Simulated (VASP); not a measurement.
# Pt in VASP: notebook

Aim: see how the results for Pt move with the level of theory and the settings. Levels: BLYP+D3(BJ), BLYP+D4, RPBE. Tasks: relaxation of the atoms.

Everything below comes from runs of VASP 6.6.1. Logs are shortened: lines on timing, memory, paths and dates and some standing lists are left out, and cuts for length are marked.

## (1) The sheet as given

The cell holds a sheet with vacuum, 1 atom: a = 2.523 Å, b = 2.523 Å, c = 23.800 Å, α = 90.00°, β = 90.00°, γ = 90.00°.

The cell was built by a generator and needn't be a form met in nature.

## (2) Relaxation of the atoms, BLYP+D3(BJ)

INCAR

```
SYSTEM = Pt
PREC = Accurate
ENCUT = 520
EDIFF = 1E-7
ISMEAR = -1
SIGMA = 0.05
LREAL = .FALSE.
LASPH = .TRUE.
NELM = 100
ALGO = Fast
ISIF = 2
LWAVE = .FALSE.
LCHARG = .FALSE.
LDIPOL = .TRUE.
IDIPOL = 3
DIPOL = 0.5 0.5 0.294
GGA = B5
ALDAX = 1.0
AGGAX = 1.0
AGGAC = 1.0
ALDAC = 0.0
IVDW = 12
VDW_S6 = 1.0
VDW_S8 = 2.6996
VDW_A1 = 0.4298
VDW_A2 = 4.2359
IBRION = 2
NSW = 40
EDIFFG = -0.02
```

KPOINTS

```
Automatic mesh
0
G
  10 10 1
  0 0 0
```

POSCAR

```
Pt
1.0
    2.5230800000      0.0000000000      0.0000000000
    0.0000000000      2.5230800000      0.0000000000
    0.0000000000      0.0000000000     23.8000000000
Pt
1
Selective dynamics
Direct
    0.0000000000      0.0000000000      0.2941200000  F F F
```

Potentials or basis: VASP PAW PBE potentials, release 64 (Pt).

Command:

```console
$ cat potpaw_PBE.64/Pt/POTCAR > POTCAR
$ mpirun -np 1 vasp_std > vasp.out
```

OUTCAR:

```text
SYSTEM = Pt
   PREC = Accurate
   ENCUT = 520
   EDIFF = 1E-7
   ISMEAR = -1
   LREAL = .FALSE.
   LASPH = .TRUE.
   NELM = 100
   ISIF = 2
   GGA = B5
   IVDW = 12
   IBRION = 2
   NSW = 40
   EDIFFG = -0.02
 IVDW          = 12

 ion  position               nearest neighbor table
   1  0.000  0.000  0.294-

  LATTYP: Found a simple tetragonal cell.
 ALAT       =     2.5230800000
 C/A-ratio  =     9.4329153257

  Lattice vectors:

 A1 = (   2.5230800000,   0.0000000000,   0.0000000000)
 A2 = (   0.0000000000,   2.5230800000,   0.0000000000)
 A3 = (   0.0000000000,   0.0000000000,  23.8000000000)

Analysis of symmetry for initial positions (statically):
=====================================================================
 Subroutine PRICEL returns:
 Original cell was already a primitive cell.

 Routine SETGRP: Setting up the symmetry group for a
 simple tetragonal supercell.

 Subroutine GETGRP returns: Found 16 space group operations
 (whereof  8 operations were pure point group operations)
 out of a pool of 16 trial point group operations.

The static configuration has the point symmetry C_4v.
 The point group associated with its full space group is D_4h.

Analysis of symmetry for dynamics (positions and initial velocities):
=====================================================================
 Subroutine PRICEL returns:
 Original cell was already a primitive cell.

 Routine SETGRP: Setting up the symmetry group for a
 simple tetragonal supercell.

 Subroutine GETGRP returns: Found 16 space group operations
 (whereof  8 operations were pure point group operations)
 out of a pool of 16 trial point group operations.

The dynamic configuration has the point symmetry C_4v.
 The point group associated with its full space group is D_4h.

Analysis of constrained symmetry for selective dynamics:
=====================================================================
 Subroutine PRICEL returns:
 Original cell was already a primitive cell.

 Routine SETGRP: Setting up the symmetry group for a
 simple tetragonal supercell.

 Subroutine GETGRP returns: Found 16 space group operations
 (whereof  8 operations were pure point group operations)
 out of a pool of 16 trial point group operations.

The constrained configuration has the point symmetry C_4v.
 The point group associated with its full space group is D_4h.

 Subroutine INISYM returns: Found 16 space group operations
 (whereof  8 operations are pure point group operations),
 and found     1 'primitive' translations

----------------------------------------------------------------------------------------

                                     Primitive cell

  volume of cell :     151.5092

  direct lattice vectors                    reciprocal lattice vectors
     2.523080000  0.000000000  0.000000000     0.396340980  0.000000000  0.000000000
     0.000000000  2.523080000  0.000000000     0.000000000  0.396340980  0.000000000
     0.000000000  0.000000000 23.800000000     0.000000000  0.000000000  0.042016807

  length of vectors
     2.523080000  2.523080000 23.800000000     0.396340980  0.396340980  0.042016807

  position of ions in fractional coordinates (direct lattice)
     0.000000000  0.000000000  0.294120000

  ion indices of the primitive-cell ions
   primitive index   ion index
                 1           1

----------------------------------------------------------------------------------------

 KPOINTS: Automatic mesh

Automatic generation of k-mesh.
 Grid dimensions read from file:
 generate k-points for:   10   10    1

 Generating k-lattice:

  Cartesian coordinates                     Fractional coordinates (reciprocal lattice)
     0.039634098  0.000000000  0.000000000     0.100000000  0.000000000  0.000000000
     0.000000000  0.039634098  0.000000000     0.000000000  0.100000000  0.000000000
     0.000000000  0.000000000  0.042016807     0.000000000  0.000000000  1.000000000

  Length of vectors
     0.039634098  0.039634098  0.042016807

  Shift w.r.t. Gamma in fractional coordinates (k-lattice)
     0.000000000  0.000000000  0.000000000

 Subroutine IBZKPT returns following result:
 ===========================================

 Found     21 irreducible k-points:

 Following reciprocal coordinates:
            Coordinates               Weight
  0.000000  0.000000  0.000000      1.000000
  0.100000  0.000000  0.000000      4.000000
  0.200000  0.000000  0.000000      4.000000
  0.300000  0.000000  0.000000      4.000000
  0.400000  0.000000  0.000000      4.000000
  0.500000  0.000000  0.000000      2.000000
[... 13 lines left out ...]
  0.500000  0.400000  0.000000      4.000000
  0.500000  0.500000  0.000000      1.000000
   k-points           NKPTS =     21   k-points in BZ     NKDIM =     21   number of bands    NBANDS=      9
   number of dos      NEDOS =    301   number of ions     NIONS =      1
   total plane-waves  NPLWV =  72000
   dimension x,y,z NGX =    20 NGY =   20 NGZ =  180
   dimension x,y,z NGXF=    40 NGYF=   40 NGZF=  360
   ions per type =               1
   NGX,Y,Z   is equivalent  to a cutoff of  13.18, 13.18, 12.57 a.u.
   NGXF,Y,Z  is equivalent  to a cutoff of  26.36, 26.36, 25.15 a.u.
 SYSTEM =  Pt
   PREC   = accura    normal or accurate (medium, high low for compatibility)
   ISTART =      0    job   : 0-new  1-cont  2-samecut
   ICHARG =      2    charge: 1-file 2-atom 10-const
   ISPIN  =      1    spin polarized calculation?
   LNONCOLLINEAR =      F non collinear calculations
   LSORBIT =      F    spin-orbit coupling
   LASPH  =      T    aspherical Exc in radial PAW
   ENCUT  =  520.0 eV  38.22 Ry    6.18 a.u.   4.69  4.69 44.25*2*pi/ulx,y,z
   NELM   =    100;   NELMIN=  2; NELMDL= -5     # of ELM steps
   EDIFF  = 0.1E-06   stopping-criterion for ELM
   LREAL  =      F    real-space projection
   EDIFFG = -.2E-01   stopping-criterion for IOM
   NSW    =     40    number of steps for IOM
   IBRION =      2    ionic relax: 0-MD 1-quasi-New 2-CG
   NFREE  =      1    steps in history (QN), initial steepest desc. (CG)
   ISIF   =      2    stress and relaxation
   ISYM   =      2    0-nonsym 1-usesym 2-fastsym
   POTIM  = 0.5000    time-step for ionic-motion
   TEBEG  =    0.0;   TEEND  =   0.0 temperature during run
   PSTRESS=    0.0 pullay stress
   NELECT =      10.0000    total number of electrons
   NUPDOWN=      -1.0000    fix difference up-down
   EMIN   =  10.00;   EMAX   =-10.00  energy-range for DOS
   EFERMI =   0.00;   METHOD = LEGACY
   ISMEAR =    -1;   SIGMA  =   0.05  broadening in eV -4-tet -1-fermi 0-gaus
   EFERMI_NEDOS =   21; number of points for ismear=-14 and -15
   IALGO  =     68    algorithm
   IMIX   =      4    mixing-type and parameters
     AMIX     =   0.40;   BMIX     =  1.00
     AMIX_MAG =   1.60;   BMIX_MAG =  1.00
  volume/ion in A,a.u.               =     151.51      1022.43
  Fermi-wavevector in a.u.,A,eV,Ry     =   0.661599  1.250242  5.955459  0.437714
  Thomas-Fermi vector in A             =   1.734409
   LORBIT       =      0    0 simple, 1 ext, 2 COOP (PROOUT), +10 PAW based schemes
   GGA     = B5    functional components
   LHFCALC =     F    Hartree Fock is set to
   AEXX    =    0.0000 exact exchange contribution
   IVDW    =    12    specifies the selected vdW correction
   LEPSILON=     F    determine dielectric tensor
   LRPA    =     F    only Hartree local field effects (RPA)
 conjugate gradient relaxation of ions
 non-spin polarized calculation
 RMM-DIIS sequential band-by-band and
  energy-cutoff  :      520.00
  volume of cell :      151.51
 maximum number of plane-waves:      4149
 NGX is ok and might be reduce to    20
   NGX =  9   NGY =  9   NGZ = 89

 number of electron      10.0000003 magnetization

 dipolmoment           0.000000      0.000000     -0.000000 electrons x Angstroem

 Free energy of the ion-electron system (eV)
  ---------------------------------------------------
  ext. energy  EPLUGINS =         0.00000000
  ---------------------------------------------------
  free energy    TOTEN  =        -4.14251923 eV

  energy without entropy =       -4.12561814  energy(sigma->0) =       -4.13406868

 E-fermi :  -4.2591     XC(G=0):  -1.9331

 val. band max:       -4.3006657750   @ k =   0.4000   0.1000   0.0000
 cond. band min:      -4.2529150732   @ k =   0.5000   0.1000   0.0000
 fundamental gap:      0.0477507018
 Fermi energy:        -4.2590976647

 k-point     1 :       0.0000    0.0000    0.0000
  band No.  band energies     occupation
      1     -11.2160      2.00000
      2     -10.0691      2.00000
      3      -6.4803      2.00000
      4      -4.1814      0.34889
      5      -4.1814      0.34889
      6      -3.2651      0.00000
      7      -2.4719      0.00000
      8       1.5459      0.00000
      9       1.9136      0.00000

 k-point     2 :       0.1000    0.0000    0.0000
  band No.  band energies     occupation
      1     -10.8885      2.00000
      2      -9.7844      2.00000
      3      -6.3712      2.00000
      4      -4.9230      2.00000
      5      -4.1463      0.18975
      6      -3.5534      0.00000
      7      -1.7822      0.00000
      8       1.7736      0.00000
      9       2.1640      0.00000

 k-point     3 :       0.2000    0.0000    0.0000
  band No.  band energies     occupation
      1     -10.3377      2.00000
      2      -8.5890      2.00000
      3      -6.0964      2.00000
      4      -6.0666      2.00000
      5      -4.2457      0.86690
      6      -4.0534      0.03215
      7      -0.6145      0.00000
      8       2.4557      0.00000
      9       2.8841      0.00000

 k-point     4 :       0.3000    0.0000    0.0000
  band No.  band energies     occupation
      1      -9.9126      2.00000
      2      -7.1194      2.00000
      3      -6.4208      2.00000
      4      -5.6343      2.00000
      5      -5.0046      2.00000
      6      -3.9361      0.00312
      7       0.7372      0.00000
      8       3.5859      0.00000
      9       4.0549      0.00000

 k-point     5 :       0.4000    0.0000    0.0000
  band No.  band energies     occupation
      1      -9.6043      2.00000
      2      -7.7973      2.00000
      3      -5.5589      2.00000
      4      -5.2730      2.00000
      5      -3.8391      0.00045
      6      -3.7677      0.00011
      7       2.2169      0.00000
      8       3.7918      0.00000
      9       5.1629      0.00000

 k-point     6 :       0.5000    0.0000    0.0000
  band No.  band energies     occupation
      1      -9.4868      2.00000
      2      -8.0333      2.00000
      3      -5.7591      2.00000
      4      -5.1050      2.00000
      5      -3.8015      0.00021
      6      -2.0864      0.00000
      7       2.1319      0.00000
      8       3.1428      0.00000
      9       6.4692      0.00000
[... 133 lines left out ...]
 k-point    18 :       0.5000    0.3000    0.0000
  band No.  band energies     occupation
      1      -9.0450      2.00000
      2      -7.4483      2.00000
      3      -6.1994      2.00000
      4      -5.3136      2.00000
      5      -4.3613      1.77065
      6       1.8878      0.00000
      7       2.6828      0.00000
      8       6.3263      0.00000
      9       7.9143      0.00000

 k-point    19 :       0.4000    0.4000    0.0000
  band No.  band energies     occupation
      1      -9.5554      2.00000
      2      -7.0602      2.00000
      3      -6.8678      2.00000
      4      -4.6011      1.99786
      5      -3.1534      0.00000
      6       0.4409      0.00000
      7       5.7188      0.00000
      8       6.5835      0.00000
      9       8.7736      0.00000

 k-point    20 :       0.5000    0.4000    0.0000
  band No.  band energies     occupation
      1      -9.8048      2.00000
      2      -7.2015      2.00000
      3      -6.8677      2.00000
      4      -4.4949      1.98226
      5      -2.4898      0.00000
      6       3.1898      0.00000
      7       3.1989      0.00000
      8       8.0035      0.00000
      9       8.5829      0.00000

 k-point    21 :       0.5000    0.5000    0.0000
  band No.  band energies     occupation
      1     -10.0670      2.00000
      2      -7.1031      2.00000
      3      -7.1031      2.00000
      4      -4.3757      1.82313
      5      -1.3160      0.00000
      6       3.7509      0.00000
      7       3.7509      0.00000
      8       8.8056      0.00000
      9       8.9679      0.00000

------------------------ aborting loop because EDIFF is reached ----------------------------------------

 vacuum level on the upper side and lower side of the slab       (xc-potential included)        -0.033        -0.035

 Edisp (eV)   -0.57764

 E8    (eV) :    -0.4465

  FORCE on cell =-STRESS in cart. coord.  units (eV):
  Direction    XX          YY          ZZ          XY          YZ          ZX
  --------------------------------------------------------------------------------------
  -------------------------------------------------------------------------------------
  Total       0.73495     0.73495    -0.01321     0.00000     0.00000    -0.00000
  in kB       7.77193     7.77193    -0.13967     0.00000     0.00000    -0.00000
  external pressure =        5.13 kB  Pullay stress =        0.00 kB

 VOLUME and BASIS-vectors are now :
 -----------------------------------------------------------------------------
  energy-cutoff  :      520.00
  volume of cell :      151.51
      direct lattice vectors                 reciprocal lattice vectors
     2.523080000  0.000000000  0.000000000     0.396340980  0.000000000  0.000000000
     0.000000000  2.523080000  0.000000000     0.000000000  0.396340980  0.000000000
     0.000000000  0.000000000 23.800000000     0.000000000  0.000000000  0.042016807

 POSITION                                       TOTAL-FORCE (eV/Angst)
 -----------------------------------------------------------------------------------
      0.00000      0.00000      7.00006         0.000000      0.000000      0.000000
 -----------------------------------------------------------------------------------
    total drift:                                0.000000      0.000000     -0.000008

  FREE ENERGIE OF THE ION-ELECTRON SYSTEM (eV)
  ---------------------------------------------------
  free  energy   TOTEN  =        -4.7201562408 eV

  energy  without entropy=       -4.7032551592  energy(sigma->0) =       -4.71170570

 reached required accuracy - stopping structural energy minimisation

 vacuum level on the upper side and lower side of the slab         1.687         1.686
```

It took 1.8 min on 1 thread of Intel Xeon Platinum 8375C at 2.90GHz (Ice Lake), shared host; peak memory 0.26 GiB.

Results:

```yaml
Free_energy: -4.7202 eV
Band_gap_on_the_k_mesh: none (metal or under the smearing width)
Dispersion_energy_per_atom: -0.578 eV
```

Final structure:
```
Pt
1.0
     2.52308    0.00000    0.00000
     0.00000    2.52308    0.00000
     0.00000    0.00000   23.80000
Pt
1
Direct
  0.00000 0.00000 0.29412
```

Levels at points of the mesh, in eV from the Fermi level:
```tsv
k point	band 1	band 2	band 3	band 4	band 5	band 6	band 7	band 8	band 9
(0.00, 0.00, 0.00)	-6.96	-5.81	-2.22	0.08	0.08	0.99	1.79	5.80	6.17
(0.50, 0.00, 0.00)	-5.23	-3.77	-1.50	-0.85	0.46	2.17	6.39	7.40	10.73
(0.50, 0.50, 0.00)	-5.81	-2.84	-2.84	-0.12	2.94	8.01	8.01	13.06	13.23
```

Caveat: the relaxation stopped at its first step, so nothing moved; the PAW data sets were made with another functional, which shifts forces and pressure a little.

(Part 1 of 2 ends here.)
